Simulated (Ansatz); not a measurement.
# Pb (Cmcm) in Ansatz: further runs

One crystal, Pb, is run at these levels: PBE; tasks: relaxation of the atoms.

Program: Ansatz 0.2.0. These are calculated values, not measurements. Logs are shortened: lines on timing, memory, paths and dates and some standing lists are left out, and cuts for length are marked.

### Step 1. The cell of the first run

It takes space group Cmcm (No. 63, orthorhombic). Conventional cell: a = 3.341 Å, b = 6.028 Å, c = 5.590 Å, α = 90.00°, β = 90.00°, γ = 90.00°. Pb (site symmetry m2m) is surrounded by 12 Pb at 3.34 to 3.45 Å.

This isn't the form of Pb at room conditions, which is fcc.

### Step 2. Relaxation of the atoms, PBE (strained by -4 %)

Input file input.yaml:

```yaml
crystal:
  lattice:
    - [3.3408, 0.0, 0.0]
    - [-1.6704, 3.0137684052, 0.0]
    - [0.0, 0.0, 5.59]
  atoms:
    - { symbol: Pb, position: [0.6666666667, 0.3333333333, 0.75] }
    - { symbol: Pb, position: [0.3333333333, 0.6666666667, 0.25] }
hamiltonian:
  xc: pbe
  pseudopotentials: { kind: paw }
kpoints:
  mp_grid: { grid: [9, 9, 5] }
scf:
  occupations: { method: fermi_dirac, width: 0.05 }
output:
  forces: true
  stress: true
  eigenvalues: true
relax:
  f_tol: 0.01
  max_steps: 40
```

Potentials or basis: Ansatz PAW.

Launch:

```console
> ansatz run input.yaml --threads 2 --pin off --max-ram 5632MiB --backend cpu --events-out ev --progress --plain --runs-dir out
```

Output:

```text
Warning: output.stress: scf.convergence.dr2_threshold = 1e-7 eV (the SCF's general default) is looser than the 2e-10 eV advised for a printed stress (1e-10 eV for each atom of the cell: 2). What an SCF threshold leaves in a stress goes as its square root, and in the free energy as the threshold itself, and one threshold admits the most on a small cell: of the crystals measured, under no hybrid functional and no lock of the moments, on runs that ended without the residual-converged pass, on stresses that held no estimate of that error, the worst erred by over 100 MPa in a component at 1e-7 eV an atom and by under 5 at 1e-10. Every solve of this run answers to scf.convergence.dr2_threshold, and the tensor of one is reported: a single SCF on the reported geometry and on this run's grids (its basis.xc_grid and basis.ecutrho_ratio typed), with scf.convergence.dr2_threshold at 2e-10 eV or tighter, prints it and tightens no other solve. Else set scf.convergence.dr2_threshold to 2e-10 eV or tighter. The threshold is an SCF's pass mark: one that does not reach it within its budget of iterations ends unconverged, or closes short of it on a stop that the run arms, and scf.convergence.dr2_threshold's page says what that costs each kind of run
Warning: RAYON_NUM_THREADS=2 ignored (pool sized by the plan → 2); use --threads N
Engine: ansatz 0.2.0, aarch64-unknown-linux-gnu
Pseudopotentials: kind: paw
Pseudopotential: Pb, paw, valence charge 14, recommended cutoff 420 eV (normal), Pb.paw.azcp
Functional definition: PBE
  parameter kappa = 0.804
  parameter beta = 0.06672455060314922
  exchange = pbe_x(kappa = kappa, mu = beta*pi^2/3)
  correlation = pbe_c(beta = beta)
Crystal: 2 atoms, lattice volume = 56.282 Å³
Basis set: ecut = 420 eV, 1105 PW (Γ), exchange–correlation on 48×48×80 points (8 copies of the dense FFT grid, shifted against one another)
Bands: 18, of which v1, the nominal top of the filled ones, is band 14 counted from 1 (13 counted from 0)
Symmetry: 8 space group operations
Space group: Cmcm (ITA 63), of the structure as read, at distance tolerance 3.8e-5 Å
k-points: 75 of 405
Non-local potential: Pb, projectors of the file, l = 0: 2, l = 1: 2, l = 2: 2, l = 3: 2
PAW form: soft (Blöchl's): semilocal exchange-correlation on the pseudo side does not see the compensation charge
PAW one-centre angular grid: Pb, 590 points (default); XC on 64 Gauss nodes
Initial density: superposition of atomic densities (neutral atoms: chi_scale 0, normalization atom), corrected by the library's trained network
Initial wavefunctions: pseudopotential atomic-orbital guess
Functional: x = pbe(κ = 0.804, μ = 0.2195149727645171), c = pbe(β = 0.06672455060314922)
SCF iter   1: F=—  HF=-23812.649986 eV  |F-HF|=—  |Δ(HF+E_count)|=         —  Δρ=1.48e-3  dr2=1.74e-3  ethr=1.77e-3  ⟨swp⟩=6.3  Hψ=6658  notcnv=0
preconditioner: auto → Kerker (q_TF=auto, 2.429 Å⁻¹)  [metal: Δε(μ)=0.020 eV  Ē_g=17.092 eV  σ=0.050 eV  W_gap=0.10  n_scr=22 (ndim 8)  ℏωp=26.2 eV  f_vac=0.000  D(μ)=1.14/eV (n_scr^D=2)]
SCF iter   2: F=—  HF=-23812.647983 eV  |F-HF|=—  |Δ(HF+E_count)|=   2.00e-3  Δρ=1.05e-3  dr2=8.58e-4  ethr=6.23e-6  ⟨swp⟩=2.0  Hψ=2958  notcnv=0  defer=1
SCF iter   3: F=—  HF=-23812.647780 eV  |F-HF|=—  |Δ(HF+E_count)|=   2.03e-4  Δρ=4.49e-4  dr2=9.43e-5  ethr=3.07e-6  ⟨swp⟩=2.9  Hψ=2447  notcnv=0  defer=1
SCF iter   4: F=—  HF=-23812.647750 eV  |F-HF|=—  |Δ(HF+E_count)|=   3.01e-5  Δρ=2.67e-4  dr2=2.66e-5  ethr=3.37e-7  ⟨swp⟩=2.5  Hψ=2380  notcnv=0  defer=1
iter 5 did not close the SCF: its close was put off for the readings that it lacked (scf_convergence_deferred on its scf_iter line)
SCF iter   5: F=-23812.647742 eV  HF=-23812.647742 eV  |F-HF|=4.33e-7  |Δ(HF+E_count)|=   8.02e-6  Δρ=4.85e-5  dr2=8.90e-7  ethr=9.49e-8  ⟨swp⟩=2.0  Hψ=2350  notcnv=0  defer=1
SCF iter   6: F=-23812.647742 eV  HF=-23812.647742 eV  |F-HF|=1.01e-7  |Δ(HF+E_count)|=   8.11e-8  Δρ=1.94e-5  dr2=1.37e-7  ethr=3.18e-9  ⟨swp⟩=3.7  Hψ=5422  notcnv=0
SCF 1 converged in 6 iterations: F = -23812.647742 eV  dr2 = 1.37e-7
relax step   1: F+E_penalty+E_count = -23812.64774212 eV  Δ(F+E_penalty+E_count) = +0.000e0 eV  max|allowed force component| = 9.835e-3 eV/Å  Δτ_max = 0.0000 Å  (6 SCF iters, dr2 threshold 2.50e-6 eV, accepted)
Initial density: handed on by an earlier stage of this run
Initial wavefunctions: those handed on with the density
iter 1 solved again at ethr=4.90e-10 eV; its pass at ethr=3.10e-3 eV (dr2=1.37e-7 eV) is discarded
SCF iter   1: F=—  HF=-23812.647744 eV  |F-HF|=—  |Δ(HF+E_count)|=         —  Δρ=1.94e-5  dr2=1.37e-7  ethr=4.90e-10  ⟨swp⟩=1.0  Hψ=4502  notcnv=0
preconditioner: auto → Kerker (q_TF=auto, 2.429 Å⁻¹)  [metal: Δε(μ)=0.086 eV  Ē_g=17.096 eV  σ=0.050 eV  W_gap=0.37  n_scr=22 (ndim 8)  ℏωp=26.2 eV  f_vac=0.000  D(μ)=1.19/eV (n_scr^D=2)]
SCF iter   2: F=-23812.647742 eV  HF=-23812.647742 eV  |F-HF|=1.39e-8  |Δ(HF+E_count)|=   1.68e-6  Δρ=8.94e-6  dr2=3.18e-8  ethr=3.57e-10  ⟨swp⟩=2.8  Hψ=5153  notcnv=0
SCF 2 converged in 2 iterations: F = -23812.647742 eV  dr2 = 3.18e-8
relax step   2: F+E_penalty+E_count = -23812.64774216 eV  Δ(F+E_penalty+E_count) = -4.144e-8 eV  max|allowed force component| = 9.836e-3 eV/Å  Δτ_max = 0.0000 Å  (2 SCF iters, accepted)
SCF converged after 2 iterations
Free energy (F): -23812.647742 eV
Harris-Foulkes:  -23812.647742 eV  (|F-HF|=1.39e-8)
Internal energy: -23812.637843 eV  (E = F + TS)
E sigma→0 (E₀):  -23812.642793 eV
Entropy (-TS):   -0.009899 eV (-4.949 meV/atom)
Fermi energy:    12.063340 eV
--- Per-component energies (eV) ---
  E_band       = -43.460426
  E_kinetic    = 580.692364
  E_local      = -1930.912688  (includes V_loc(G=0)·N_el)
  E_nonlocal   = 699.279375
  E_hartree    = 772.179865
  E_xc         = -442.759358
  E_vxc        = -266.657414  (∫ρ·V_xc dr)
  E_paw        = -20811.579198  (= ΣΔE_a)
  E_vpaw       = -670.227894  (= ΣTr[D̂ρ^β])
  E_aug_tail   = 0.000093  (compensation charges beyond the density's cutoff)
  E_ewald      = -2679.538295
  E_smearing   = -0.009899  (= −TS)
  E_closure    = -0.000000  (closes the sum)
  Σ components = -23812.647742   (vs F -23812.647742, Δ=0.00e0)
--- Forces (eV/Å), atoms counted from 1 ---
  atom   1  Pb     0.00000000    -0.00983648     0.00000000
  atom   2  Pb    -0.00000000     0.00983648    -0.00000000
  max |Σ_I F_I| component: 0.00e0 eV/Å
--- Stress (GPa, compression-positive) ---
        6.840914      -0.000000       0.000000
       -0.000000       4.650051       0.000000
        0.000000       0.000000       8.670110
  P = ⅓ Tr σ = 6.7204 GPa (67.204 kbar)
--- Band table (eV; the first three rows and the last of 75) ---
  k-point 0: bands = ["-5.0946", "-5.0489", "-5.0468", "-5.0173", "-4.9819", "-4.9586", "-4.9198", "-4.9052", "-4.7196", "-4.7016", "-0.1693", "3.8826", "7.5261", "17.8034", "18.4660", "19.6404", "20.1856", "20.4286"]
  k-point 1: bands = ["-5.0902", "-5.0558", "-5.0520", "-5.0235", "-4.9970", "-4.9688", "-4.8876", "-4.8684", "-4.7312", "-4.7130", "0.0382", "3.0083", "8.8317", "17.8855", "17.9855", "18.6326", "19.4694", "20.2312"]
  k-point 2: bands = ["-5.0827", "-5.0680", "-5.0509", "-5.0360", "-5.0040", "-4.9902", "-4.8247", "-4.8047", "-4.7673", "-4.7484", "0.6632", "1.6923", "11.4309", "14.5499", "18.4072", "18.9915", "19.0924", "19.7083"]
  k-point 74: bands = ["-5.0960", "-5.0805", "-5.0196", "-4.9770", "-4.9319", "-4.8573", "-4.8566", "-4.8201", "-4.6879", "-4.6599", "3.4380", "4.3000", "9.9904", "10.6417", "12.6834", "13.2417", "14.9275", "17.1399"]
--- Relaxed structure (2 steps of the walk, 2 accepted, 0 SCFs on fresh bases) ---
  F+E_penalty+E_count = -23812.64774216 eV   max|allowed force component| = 9.836e-3 eV/Å
  atoms:
    - { symbol: Pb, position: [0.66666666665, 0.3333333333, 0.7500000000000001] }
    - { symbol: Pb, position: [0.3333333333499999, 0.6666666667, 0.25000000000000006] }
```

Run time: 4.4 s. Hardware: 2 threads of Arm Neoverse V1, shared host; peak memory 0.36 GiB.

Results:

```
Free energy                  : -23812.6477 eV
Energy gained by relaxing    : 0.0 meV/atom
Ionic steps                  : 2
Pressure after relaxing      : 6.7 GPa
Largest force after relaxing : 0.010 eV/Å
Band gap on the k mesh       : none (metal or under the smearing width)
```

Forces on the atoms (eV/Å):
```
Pb   0.000 -0.010  0.000
Pb   0.000  0.010  0.000
```

Stress tensor (GPa, compression positive):
```
6.84 0.00 0.00
0.00 4.65 0.00
0.00 0.00 8.67
```

Final structure:
```xyz
2
Lattice="3.3408 0.0000 0.0000 -1.6704 3.0138 0.0000 0.0000 0.0000 5.5900" Properties=species:S:1:pos:R:3 pbc="T T T"
Pb    1.6704    1.0046    4.1925
Pb    0.0000    2.0092    1.3975
```

Levels at points of the mesh, in eV from the Fermi level:
```tsv
k point	band 12	band 13	band 14	band 15	band 16	band 17
(0.00, 0.00, 0.00)	-8.18	-4.54	5.74	6.40	7.58	8.12
```

Caveat: the thresholds are loose for stress. Spin-orbit coupling is left out, which matters for the levels of Pb.

### Step 3. Relaxation of the atoms, PBE (strained by -2 %)

Changes to input.yaml since step 2:

```diff
@@ -2,4 +2,4 @@
   lattice:
-    - [3.3408, 0.0, 0.0]
-    - [-1.6704, 3.0137684052, 0.0]
+    - [3.4104, 0.0, 0.0]
+    - [-1.7052, 3.0137684052, 0.0]
     - [0.0, 0.0, 5.59]
@@ -19,2 +19,6 @@
   eigenvalues: true
+  write_density: true
+  write_potential: true
+  elf: true
+  volumetric_format: npy
 relax:
```

Potentials or basis: Ansatz PAW.

Launch:

```console
> ansatz run input.yaml --threads 2 --pin off --max-ram 5632MiB --backend cpu --events-out ev --progress --plain --runs-dir out
```

Output:

```text
Warning: output.stress: scf.convergence.dr2_threshold = 1e-7 eV (the SCF's general default) is looser than the 2e-10 eV advised for a printed stress (1e-10 eV for each atom of the cell: 2). What an SCF threshold leaves in a stress goes as its square root, and in the free energy as the threshold itself, and one threshold admits the most on a small cell: of the crystals measured, under no hybrid functional and no lock of the moments, on runs that ended without the residual-converged pass, on stresses that held no estimate of that error, the worst erred by over 100 MPa in a component at 1e-7 eV an atom and by under 5 at 1e-10. Every solve of this run answers to scf.convergence.dr2_threshold, and the tensor of one is reported: a single SCF on the reported geometry and on this run's grids (its basis.xc_grid and basis.ecutrho_ratio typed), with scf.convergence.dr2_threshold at 2e-10 eV or tighter, prints it and tightens no other solve. Else set scf.convergence.dr2_threshold to 2e-10 eV or tighter. The threshold is an SCF's pass mark: one that does not reach it within its budget of iterations ends unconverged, or closes short of it on a stop that the run arms, and scf.convergence.dr2_threshold's page says what that costs each kind of run
Warning: RAYON_NUM_THREADS=2 ignored (pool sized by the plan → 2); use --threads N
[... 8 set-up lines as earlier in the session ...]
Crystal: 2 atoms, lattice volume = 57.455 Å³
Basis set: ecut = 420 eV, 1105 PW (Γ), exchange–correlation on 48×48×80 points (8 copies of the dense FFT grid, shifted against one another)
Bands: 18, of which v1, the nominal top of the filled ones, is band 14 counted from 1 (13 counted from 0)
[... 1 set-up line as earlier in the session ...]
Space group: Cmcm (ITA 63), of the structure as read, at distance tolerance 3.9e-5 Å
k-points: 75 of 405
[... 41 lines left out ...]
  E_vpaw       = -670.112319  (= ΣTr[D̂ρ^β])
  E_aug_tail   = 0.000093  (compensation charges beyond the density's cutoff)
  E_ewald      = -2661.425402
  E_smearing   = -0.009256  (= −TS)
  E_closure    = 0.000000  (closes the sum)
  Σ components = -23812.689475   (vs F -23812.689475, Δ=0.00e0)
--- Forces (eV/Å), atoms counted from 1 ---
  atom   1  Pb     0.00000000    -0.00285483     0.00000000
  atom   2  Pb    -0.00000000     0.00285483     0.00000000
  max |Σ_I F_I| component: 0.00e0 eV/Å
--- Stress (GPa, compression-positive) ---
        4.612613      -0.000000       0.000000
       -0.000000       3.586545       0.000000
        0.000000       0.000000       7.670213
  P = ⅓ Tr σ = 5.2898 GPa (52.898 kbar)
--- Band table (eV; the first three rows and the last of 75) ---
  k-point 0: bands = ["-5.3811", "-5.3413", "-5.3319", "-5.3136", "-5.3077", "-5.2835", "-5.2357", "-5.2293", "-5.0372", "-5.0287", "-0.3420", "3.6754", "7.3353", "17.4333", "17.7307", "19.3155", "19.6622", "19.9134"]
  k-point 1: bands = ["-5.3742", "-5.3527", "-5.3347", "-5.3226", "-5.3224", "-5.2939", "-5.2020", "-5.1929", "-5.0484", "-5.0398", "-0.1357", "2.8122", "8.6281", "17.5886", "17.6594", "17.8957", "19.1335", "19.4701"]
  k-point 2: bands = ["-5.3641", "-5.3515", "-5.3497", "-5.3362", "-5.3295", "-5.3156", "-5.1394", "-5.1298", "-5.0834", "-5.0743", "0.4856", "1.5075", "11.2108", "14.3135", "18.0437", "18.3509", "18.6384", "18.9580"]
  k-point 74: bands = ["-5.3944", "-5.3802", "-5.3216", "-5.2800", "-5.2474", "-5.1742", "-5.1727", "-5.1343", "-5.0224", "-4.9962", "3.0943", "3.9430", "9.6923", "10.3487", "12.2861", "12.8777", "14.6056", "16.8276"]
--- Relaxed structure (2 steps of the walk, 2 accepted, 0 SCFs on fresh bases) ---
  F+E_penalty+E_count = -23812.68947502 eV   max|allowed force component| = 2.855e-3 eV/Å
  atoms:
    - { symbol: Pb, position: [0.66666666665, 0.33333333330000003, 0.75] }
    - { symbol: Pb, position: [0.33333333335, 0.6666666667000001, 0.25] }
```

rho_z.tsv:

```text
# z_ang	rho[e/angstrom^3]
# format = ansatz-planar-average/11
# lattice	3.410400000	0.000000000	0.000000000
# lattice	-1.705200000	3.013768405	0.000000000
# lattice	0.000000000	0.000000000	5.590000000
# sites	2
# site	82	1.705200000	1.004589468	4.192500000
# site	82	-0.000000000	2.009178937	1.397500000
0.000000	1.175254e-1
0.139750	1.239336e-1
0.279500	1.447690e-1
0.419250	1.845785e-1
0.559000	2.525510e-1
0.698750	3.612835e-1
0.838500	5.166765e-1
0.978250	7.080276e-1
1.118000	9.049189e-1
1.257750	1.058871e0
1.397500	1.118032e0
1.537250	1.058871e0
1.677000	9.049189e-1
1.816750	7.080276e-1
1.956500	5.166765e-1
2.096250	3.612835e-1
2.236000	2.525510e-1
2.375750	1.845785e-1
2.515500	1.447690e-1
2.655250	1.239336e-1
2.795000	1.175254e-1
2.934750	1.239336e-1
3.074500	1.447690e-1
3.214250	1.845785e-1
3.354000	2.525510e-1
3.493750	3.612835e-1
3.633500	5.166765e-1
3.773250	7.080276e-1
3.913000	9.049189e-1
4.052750	1.058871e0
4.192500	1.118032e0
4.332250	1.058871e0
4.472000	9.049189e-1
4.611750	7.080276e-1
4.751500	5.166765e-1
4.891250	3.612835e-1
5.031000	2.525510e-1
5.170750	1.845785e-1
5.310500	1.447690e-1
5.450250	1.239336e-1
```

Wall time 5 s (2 threads of Arm Neoverse V1, shared host); peak memory 0.36 GiB.

What came out:

* Free energy: -23812.6895 eV
* Energy gained by relaxing: 0.0 meV/atom
* Ionic steps: 2
* Pressure after relaxing: 5.3 GPa
* Band gap on the k mesh: none (metal or under the smearing width)

Forces on the atoms (eV/Å):
```
Pb   0.000 -0.003  0.000
Pb   0.000  0.003  0.000
```

Final structure:
```yaml
crystal:
  lattice:
    - [3.41040, 0.00000, 0.00000]
    - [-1.70520, 3.01377, 0.00000]
    - [0.00000, 0.00000, 5.59000]
  atoms:
    - { symbol: Pb, position: [0.66667, 0.33333, 0.75000] }
    - { symbol: Pb, position: [0.33333, 0.66667, 0.25000] }
```

Caveat: the thresholds are loose for stress.
